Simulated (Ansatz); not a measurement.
Gas-phase electronic energies from Ansatz, PBE0-D4/def2-TZVP geometries. CBS: MP2 limit from def2 TZ/QZ plus the TZ coupled-cluster correction, frozen cores. This one scheme is used for every species. DFT in def2-TZVPP. B3LYP here is the variant with VWN-RPA as its local correlation; programs differ in this. Open shells (•) are unrestricted, without spin–orbit coupling. Elements past krypton have def2 core potentials. For Sn outer-core shells are correlated without core-valence functions, which leaves a few kJ/mol of doubt a bond. One conformer a species, not always the lowest.

Reaction (hydrogen abstraction from the Sn–H bond): `[SH][SnH]([SH])[SH]` + `F[C](F)F`• → `[SH][Sn]([SH])[SH]`• + `FC(F)F`

Task: Is it downhill or uphill in electronic energy at CCSD(T)/CBS, and by how much? (An estimate is asked.)

Result: Computed: Downhill: ΔE = -39.6 kcal/mol.

Task: What do these levels give: PBE-D4, PBE, B3LYP, CCSD/def2-TZVPP, CCSD(T)/def2-TZVPP, MP2/def2-QZVPP? (Best estimate.)

Result: Computed: PBE-D4 -42.2, PBE -42.4, B3LYP -42.5, CCSD/def2-TZVPP -38.7, CCSD(T)/def2-TZVPP -39.3, MP2/def2-QZVPP -39.9 kcal/mol.

Largest T1 diagnostic among the species: 0.017.

From PBE to PBE0 (25 % exact exchange), in def2-TZVPP and without D4, ΔE moves by +2.5 kcal/mol. In def2-TZVPP, CCSD(T) changes the Hartree–Fock value by −7.0 kcal/mol (the triples alone add −0.6 kcal/mol) and MP2 by −7.4 kcal/mol.
